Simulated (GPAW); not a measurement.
# Ti (Im-3m) in GPAW: a series of runs, part 2 of 2

GPAW 26.7.0. The steps go on from the part before.

### Step 3. Single point, PBE

run.py reads:

```python
from ase.dft.bandgap import bandgap
from ase.io import read, write
from ase.units import GPa
from gpaw import GPAW, PW

atoms = read('Ti.cif')

calc = GPAW(mode=PW(600),
            xc='PBE',
            kpts={'size': (2, 2, 2), 'gamma': True},
            occupations={'name': 'fermi-dirac', 'width': 0.05},
            nbands=24,
            convergence={'density': 1e-05, 'energy': 1e-05},
            maxiter=80,
            txt='gpaw.txt')
atoms.calc = calc
energy = atoms.get_potential_energy()
forces = atoms.get_forces()
stress = atoms.get_stress()
calc.write('gs.gpw')
write('result.traj', atoms)
print(f'Energy: {energy:.6f} eV')
print('Forces (eV/A):')
print(forces.round(4))
print('Stress (GPa):', (stress / GPa).round(3))
print('Fermi level:', round(calc.get_fermi_level(), 4), 'eV')
print(f'Gap: {bandgap(calc)[0]:.4f} eV, direct: {bandgap(calc, direct=True)[0]:.4f} eV')
```

Ti.cif reads:

```cif
data_Ti
_cell_length_a 3.28200000
_cell_length_b 3.28200000
_cell_length_c 3.28200000
_cell_angle_alpha 90.00000000
_cell_angle_beta 90.00000000
_cell_angle_gamma 90.00000000
_space_group_name_H-M_alt 'Im-3m'
_space_group_name_Hall '-I 4 2 3'
_space_group_IT_number 229
loop_
_space_group_symop_operation_xyz
'x,y,z'
'-x,-y,-z'
'-y,x,z'
'y,-x,-z'
'-x,-y,z'
'x,y,-z'
'y,-x,z'
'-y,x,-z'
'x,-y,-z'
'-x,y,z'
'-y,-x,-z'
'y,x,z'
'-x,y,-z'
'x,-y,z'
'y,x,-z'
'-y,-x,z'
'z,x,y'
'-z,-x,-y'
'z,-y,x'
'-z,y,-x'
'z,-x,-y'
'-z,x,y'
'z,y,-x'
'-z,-y,x'
'-z,x,-y'
'z,-x,y'
'-z,-y,-x'
'z,y,x'
'-z,-x,y'
'z,x,-y'
'-z,y,x'
'z,-y,-x'
'y,z,x'
'-y,-z,-x'
'x,z,-y'
'-x,-z,y'
'-y,z,-x'
'y,-z,x'
'-x,z,y'
'x,-z,-y'
'-y,-z,x'
'y,z,-x'
'-x,-z,-y'
'x,z,y'
'y,-z,-x'
'-y,z,x'
'x,-z,y'
'-x,z,-y'
'x+1/2,y+1/2,z+1/2'
'-x+1/2,-y+1/2,-z+1/2'
'-y+1/2,x+1/2,z+1/2'
'y+1/2,-x+1/2,-z+1/2'
'-x+1/2,-y+1/2,z+1/2'
'x+1/2,y+1/2,-z+1/2'
'y+1/2,-x+1/2,z+1/2'
'-y+1/2,x+1/2,-z+1/2'
'x+1/2,-y+1/2,-z+1/2'
'-x+1/2,y+1/2,z+1/2'
'-y+1/2,-x+1/2,-z+1/2'
'y+1/2,x+1/2,z+1/2'
'-x+1/2,y+1/2,-z+1/2'
'x+1/2,-y+1/2,z+1/2'
'y+1/2,x+1/2,-z+1/2'
'-y+1/2,-x+1/2,z+1/2'
'z+1/2,x+1/2,y+1/2'
'-z+1/2,-x+1/2,-y+1/2'
'z+1/2,-y+1/2,x+1/2'
'-z+1/2,y+1/2,-x+1/2'
'z+1/2,-x+1/2,-y+1/2'
'-z+1/2,x+1/2,y+1/2'
'z+1/2,y+1/2,-x+1/2'
'-z+1/2,-y+1/2,x+1/2'
'-z+1/2,x+1/2,-y+1/2'
'z+1/2,-x+1/2,y+1/2'
'-z+1/2,-y+1/2,-x+1/2'
'z+1/2,y+1/2,x+1/2'
'-z+1/2,-x+1/2,y+1/2'
'z+1/2,x+1/2,-y+1/2'
'-z+1/2,y+1/2,x+1/2'
'z+1/2,-y+1/2,-x+1/2'
'y+1/2,z+1/2,x+1/2'
'-y+1/2,-z+1/2,-x+1/2'
'x+1/2,z+1/2,-y+1/2'
'-x+1/2,-z+1/2,y+1/2'
'-y+1/2,z+1/2,-x+1/2'
'y+1/2,-z+1/2,x+1/2'
'-x+1/2,z+1/2,y+1/2'
'x+1/2,-z+1/2,-y+1/2'
'-y+1/2,-z+1/2,x+1/2'
'y+1/2,z+1/2,-x+1/2'
'-x+1/2,-z+1/2,-y+1/2'
'x+1/2,z+1/2,y+1/2'
'y+1/2,-z+1/2,-x+1/2'
'-y+1/2,z+1/2,x+1/2'
'x+1/2,-z+1/2,y+1/2'
'-x+1/2,z+1/2,-y+1/2'
loop_
_atom_site_label
_atom_site_type_symbol
_atom_site_symmetry_multiplicity
_atom_site_Wyckoff_symbol
_atom_site_fract_x
_atom_site_fract_y
_atom_site_fract_z
_atom_site_occupancy
Ti1 Ti 2 a 0.0000000000 0.0000000000 0.0000000000 1
```

Potentials or basis: GPAW PAW data sets (gpaw-data 1.2.1), pw.

Launch:

```console
OMP_NUM_THREADS=1 python run.py
```

gpaw.txt:

```text
__  _  _
 | _ |_)|_||  |
 |__||  | ||/\| - 26.7.0

Input parameters:
  mode=PW(ecut=600.0),
  convergence={'density': 1e-05, 'energy': 1e-05},
  kpts=MonkhorstPack(size=(2, 2, 2), gamma=True),
  maxiter=80,
  nbands=24,
  occupations=Occupations(name='fermi-dirac', width=0.05),
  xc=XC(name='PBE')

Diagonalizing LCAO Hamiltonian
Converting LCAO to pw mode
   .-------.
  /|       |
 * |       |
 | |  Ti   |
 | .-------.
 |/       /
 Ti------*

Atoms  # Å, Bohr magnetons
|   | symbol |        x |        y |        z |    initial magnetic moments |
|---|--------|----------|----------|----------|-----------------------------|
| 0 |     Ti | 0.000000 | 0.000000 | 0.000000 | ( 0.0000,  0.0000,  0.0000) |
| 1 |     Ti | 1.641000 | 1.641000 | 1.641000 | ( 0.0000,  0.0000,  0.0000) |

Unit cell  # Å
| periodic |        x |        y |        z |  lengths |    angles |
|----------|----------|----------|----------|----------|-----------|
|      yes | 3.282000 | 0.000000 | 0.000000 | 3.282000 | 90.000000 |
|      yes | 0.000000 | 3.282000 | 0.000000 | 3.282000 | 90.000000 |
|      yes | 0.000000 | 0.000000 | 3.282000 | 3.282000 | 90.000000 |

Number of symmetries: 48
Symmetry operations  # r_c * U_cc + t_c -> r_c
|    | kind |            matrix            |
|----|------|------------------------------|
|  0 |  E   |  1, 0, 0,  0, 1, 0,  0, 0, 1 |
|  1 |  σ   |  1, 0, 0,  0, 1, 0,  0, 0,-1 |
|  2 |  σ   |  1, 0, 0,  0, 0, 1,  0, 1, 0 |
|  3 |  C4  |  1, 0, 0,  0, 0, 1,  0,-1, 0 |
|  4 |  C4  |  1, 0, 0,  0, 0,-1,  0, 1, 0 |
|  5 |  σ   |  1, 0, 0,  0, 0,-1,  0,-1, 0 |
|  6 |  σ   |  1, 0, 0,  0,-1, 0,  0, 0, 1 |
|  7 |  C2  |  1, 0, 0,  0,-1, 0,  0, 0,-1 |
|  8 |  σ   |  0, 1, 0,  1, 0, 0,  0, 0, 1 |
|  9 |  C2  |  0, 1, 0,  1, 0, 0,  0, 0,-1 |
| 10 |  C3  |  0, 1, 0,  0, 0, 1,  1, 0, 0 |
| 11 |  S6  |  0, 1, 0,  0, 0, 1, -1, 0, 0 |
| 12 |  S6  |  0, 1, 0,  0, 0,-1,  1, 0, 0 |
| 13 |  C3  |  0, 1, 0,  0, 0,-1, -1, 0, 0 |
| 14 |  C4  |  0, 1, 0, -1, 0, 0,  0, 0, 1 |
| 15 |  S4  |  0, 1, 0, -1, 0, 0,  0, 0,-1 |
| 16 |  C3  |  0, 0, 1,  1, 0, 0,  0, 1, 0 |
| 17 |  S6  |  0, 0, 1,  1, 0, 0,  0,-1, 0 |
| 18 |  σ   |  0, 0, 1,  0, 1, 0,  1, 0, 0 |
| 19 |  C4  |  0, 0, 1,  0, 1, 0, -1, 0, 0 |
| 20 |  C2  |  0, 0, 1,  0,-1, 0,  1, 0, 0 |
| 21 |  S4  |  0, 0, 1,  0,-1, 0, -1, 0, 0 |
| 22 |  S6  |  0, 0, 1, -1, 0, 0,  0, 1, 0 |
| 23 |  C3  |  0, 0, 1, -1, 0, 0,  0,-1, 0 |
| 24 |  S6  |  0, 0,-1,  1, 0, 0,  0, 1, 0 |
| 25 |  C3  |  0, 0,-1,  1, 0, 0,  0,-1, 0 |
| 26 |  C4  |  0, 0,-1,  0, 1, 0,  1, 0, 0 |
| 27 |  σ   |  0, 0,-1,  0, 1, 0, -1, 0, 0 |
| 28 |  S4  |  0, 0,-1,  0,-1, 0,  1, 0, 0 |
| 29 |  C2  |  0, 0,-1,  0,-1, 0, -1, 0, 0 |
| 30 |  C3  |  0, 0,-1, -1, 0, 0,  0, 1, 0 |
| 31 |  S6  |  0, 0,-1, -1, 0, 0,  0,-1, 0 |
| 32 |  C4  |  0,-1, 0,  1, 0, 0,  0, 0, 1 |
| 33 |  S4  |  0,-1, 0,  1, 0, 0,  0, 0,-1 |
| 34 |  S6  |  0,-1, 0,  0, 0, 1,  1, 0, 0 |
| 35 |  C3  |  0,-1, 0,  0, 0, 1, -1, 0, 0 |
| 36 |  C3  |  0,-1, 0,  0, 0,-1,  1, 0, 0 |
| 37 |  S6  |  0,-1, 0,  0, 0,-1, -1, 0, 0 |
| 38 |  σ   |  0,-1, 0, -1, 0, 0,  0, 0, 1 |
| 39 |  C2  |  0,-1, 0, -1, 0, 0,  0, 0,-1 |
| 40 |  σ   | -1, 0, 0,  0, 1, 0,  0, 0, 1 |
| 41 |  C2  | -1, 0, 0,  0, 1, 0,  0, 0,-1 |
| 42 |  C2  | -1, 0, 0,  0, 0, 1,  0, 1, 0 |
| 43 |  S4  | -1, 0, 0,  0, 0, 1,  0,-1, 0 |
| 44 |  S4  | -1, 0, 0,  0, 0,-1,  0, 1, 0 |
| 45 |  C2  | -1, 0, 0,  0, 0,-1,  0,-1, 0 |
| 46 |  C2  | -1, 0, 0,  0,-1, 0,  0, 0, 1 |
| 47 |  i   | -1, 0, 0,  0,-1, 0,  0, 0,-1 |

BZ-sampling:
  Number of BZ points: 8
  Number of IBZ points: 4

  Monkhorst-Pack size: [2, 2, 2]
  Monkhorst-Pack shift: [0.25, 0.25, 0.25]

K-points  # in reciprocal-cell coordinates
|   |                                coordinates |     weight |
|---|--------------------------------------------|------------|
| 0 | (  0.00000000,   0.00000000,   0.00000000) | 0.12500000 |
| 1 | (  0.50000000,   0.00000000,   0.00000000) | 0.37500000 |
| 2 | (  0.50000000,   0.50000000,   0.00000000) | 0.37500000 |
| 3 | (  0.50000000,   0.50000000,   0.50000000) | 0.12500000 |

Plane wave coefficients: 1208
Cutoff: 600.0 eV

Spin-components: 1 (collinear spins)
Bands:           24
Projectors:      12
Spin-degeneracy: 2
Datatype:        complex128

Parallelization:
  kpt:    1
  domain: 1
  band:   1

Density:
  Valence electrons: 24.0
  Components: 1
  Grid points: [20 20 20]
  Charge: 0.0  # |e|

Potential:
  Grid points: [20 20 20]

species:
  Ti:
    name:    Titanium
    Z:       22.0
    valence: 12
    core:    10
    charge:  0.0  # [|e|]
    compensation charges:
      type: gauss
      rc: 0.38  # [Å]
      lmax: 2
    cutoffs:
      filter: 2.23  # [Å]
      core: 1.02  # [Å]
    projectors
    | kind |    occ | energy [eV] | rcut [Å] |
    |------|--------|-------------|----------|
    |   3s |  2.000 |     -62.623 |    1.270 |
    |   4s |  2.000 |      -4.466 |    1.270 |
    |   3p |  6.000 |     -38.862 |    1.058 |
    |   4p |  0.000 |      -1.466 |    1.058 |
    |   3d |  2.000 |      -4.258 |    1.058 |
    |    d |        |      22.953 |    1.058 |

    Using partial waves for Ti as LCAO basis

Reference energy: -46448.028563  # eV

eigensolver:
  PPCG
  Converge bands: occupied
  niter=2

density mixing:
  MSR1-Mixer
  Pratt-step length: 0.05
  Maximum mixing coefficient: 0.75
  Old densities: 10
  SVD Regularization: 0.005
  Good broyden scale: 1.0
  Trust region scale: 1.0
  Backstep threshold: 4.0
  History deletion threshold: 6.0
  Fourier metric: weight=20.0, sigma=0.015

occupation numbers:
  Fermi-Dirac:
    width: 0.0500  # eV

poisson solver:
  ecut: 4800.0  # eV

xc functional:
  name: PBE with 2 nearest neighbor stencil

convergence criteria:
- Maximum integral of absolute [dens]ity change: 1e-05 electrons / valence electron
- Maximum [total energy] change in last 3 cyles: 1e-05 eV / valence electron
- Maximum integral of absolute [eigenst]ate change: 4e-08 eV^2 / valence electron
maximum number of iterations: 80

SCF iterations
|iter     | |      energy | eigst |  dens |
|---------|-|-------------|-------|-------|
|iter:   1| |  -13.521504 | +0.28 |       |
|iter:   2| |  -13.494631 | -1.48 | -1.52 |
|iter:   3| |  -13.675794 | -0.55 | -1.53 |
|iter:   4| |  -13.379620 | -1.42 | -1.41 |
|iter:   5| |  -13.357322 | -2.18 | -1.93 |
|iter:   6| |  -13.358353 | -3.51 | -2.14 |
|iter:   7| |  -13.358304 | -4.36 | -3.04 |
|iter:   8| |  -13.358311c| -6.34 | -3.98 |
|iter:   9| |  -13.358312c| -7.03 | -4.37 |
|iter:  10| |  -13.358312c| -8.36c| -5.45c|

Converged in 10 steps
Energy contributions relative to reference atoms: (reference = -46448.028563)

Energy contributions:
  Kinetic:           1.199233
  Coulomb:          -0.548343
  Zero:             -0.039986
  External:          0.000000
  Xc:              -13.952296
  Entropy:          -0.033837
  Spinorbit:         0.000000
  ----------------------------
  Free energy:     -13.375231
  Extrapolated:    -13.358312

dipole moment: (-10.420769, -10.420769, -10.420769)  # |e|*Ang

Fermi level: 8.397
Eigenvalues  # (at kpt = [0.000, 0.000, 0.000])
| band index |      eig [eV] | occ [0-2] |
|------------|---------------|-----------|
|          0 |       -48.079 |     2.000 |
|        ... |               |           |
|          3 |       -24.443 |     2.000 |
|          4 |       -24.443 |     2.000 |
|          5 |       -23.996 |     2.000 |
|          6 |       -23.996 |     2.000 |
|          7 |       -23.996 |     2.000 |
|          8 |         2.224 |     2.000 |
[... 8 lines left out ...]
|         17 |        12.239 |     0.000 |
|         18 |        12.239 |     0.000 |
|        ... |               |           |
|         23 |        22.846 |     0.000 |

No gap
No difference between direct/indirect transitions

Forces  # eV/Ang
|        x |       y |        z |
|----------|---------|----------|
|  0.00000 | 0.00000 | -0.00000 |  # Ti   0
| -0.00000 | 0.00000 |  0.00000 |  # Ti   1

Stress tensor  # eV/Ang^3
|        x |        y |        z |
|----------|----------|----------|
| 0.075377 | 0.000000 | 0.000000 |
| 0.000000 | 0.075377 | 0.000000 |
| 0.000000 | 0.000000 | 0.075377 |

# Writing to gs.gpw (mode='')
```

Run time: 4 s. Hardware: 1 thread of Intel Xeon Platinum 8488C (Sapphire Rapids), shared host; peak memory 0.14 GiB.

The run converged, but some of its settings lie outside the range that counts as converged, so its numbers aren't taken as properties of the crystal.

Results:

```
Free energy            : -13.3752 eV
Pressure               : -12.1 GPa
Band gap on the k mesh : none (metal or under the smearing width)
```

Caveat: the k mesh is coarse (spacing up to 0.96 Å⁻¹), so the values aren't converged.

### Step 4. Single point, PBE

Changes to run.py since step 3:

```diff
@@ -7,5 +7,5 @@
 
-calc = GPAW(mode=PW(600),
+calc = GPAW(mode=PW(500),
             xc='PBE',
-            kpts={'size': (2, 2, 2), 'gamma': True},
+            kpts={'size': (8, 8, 8), 'gamma': True},
             occupations={'name': 'fermi-dirac', 'width': 0.05},
```

Ti.cif is that of step 3.

Launch:

```console
OMP_NUM_THREADS=1 python run.py
```

It took 12 s on 1 thread of Intel Xeon Platinum 8488C (Sapphire Rapids), shared host; peak memory 0.15 GiB.

It converged, with:

* Free energy: -13.0901 eV
* Pressure: -2.5 GPa
* Band gap on the k mesh: none (metal or under the smearing width)

Levels at points of the mesh, in eV from the Fermi level:
```
           k point  band 8  band 9  band 10  band 11  band 12  band 13  band 14  band 15  band 16  band 17
(0.00, 0.00, 0.00)  -32.42   -5.88    -2.04    -2.04     0.98     0.98     0.98     2.70     2.70     3.85
(0.50, 0.00, 0.00)  -32.64   -2.62    -2.62     0.06     0.06     1.28     1.28     1.28     1.28     2.32
(0.50, 0.50, 0.00)  -32.43   -2.40    -2.40    -0.37    -0.37     1.08     1.08     2.69     2.69     3.03
(0.50, 0.50, 0.50)  -32.74   -0.60    -0.60    -0.60    -0.60    -0.60    -0.60     3.09     3.09     3.09
```

Caveat: the cutoff is short for stress and forces, so pressures can be off by a GPa or more.
